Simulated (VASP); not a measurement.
## K: work function with revPBE

Slab: K, a slab with vacuum.

```
CELL_PARAMETERS angstrom
4.53451 0.00000 0.00000
-1.51150 4.27518 0.00000
0.00000 0.00000 22.40482
ATOMIC_POSITIONS crystal
K 0.50000 0.50000 0.33475
K 0.00000 0.00000 0.50000
K 0.50000 0.50000 0.66525
```

The slab is cut from a database's or a generator's crystal, which needn't be the stable form of the element.

```yaml
Program: VASP 6.6.1
Task: work function
Functional: revPBE
Potentials_or_basis: VASP PAW PBE potentials, release 64 (K_sv)
Cutoff: 520 eV
k_mesh: 6 × 6 × 1
Occupations: fermi-dirac, width 0.05 eV
Spin: no spin polarisation
Dipole_correction: yes
Further_INCAR_settings: ALGO = Fast; EDIFF = 1e-06
```

* Largest force: 0.048 eV/Å
* Band gap on the k mesh: none (metal or under the smearing width)
* Work function of the upper face: 2.34 eV
* Work function of the lower face: 2.34 eV

Forces in eV/Å, atoms in the order of the input:
```
K    0.000  0.000 -0.048
K    0.000  0.000  0.000
K    0.000  0.000  0.048
```

Levels at points of the mesh, in eV from the Fermi level:
| k point | band 10 | band 11 | band 12 | band 13 | band 14 | band 15 | band 16 | band 17 |
| --- | --- | --- | --- | --- | --- | --- | --- | --- |
| (0.00, 0.00, 0.00) | -15.67 | -15.66 | -15.65 | -2.01 | -1.42 | -0.48 | 0.61 | 1.30 |
| (0.50, 0.00, 0.00) | -15.70 | -15.67 | -15.65 | 0.09 | 0.13 | 0.57 | 0.69 | 1.39 |
| (0.50, 0.50, 0.00) | -15.71 | -15.69 | -15.67 | 0.64 | 0.75 | 1.10 | 1.18 | 1.59 |

Run time: 2.2 min on 1 thread of Intel(R) Xeon(R) 6975P-C (Granite Rapids), with other jobs on the host, peak memory 0.5 GiB.

Caveat: the PAW data sets were made with another functional, which shifts forces and pressure a little.
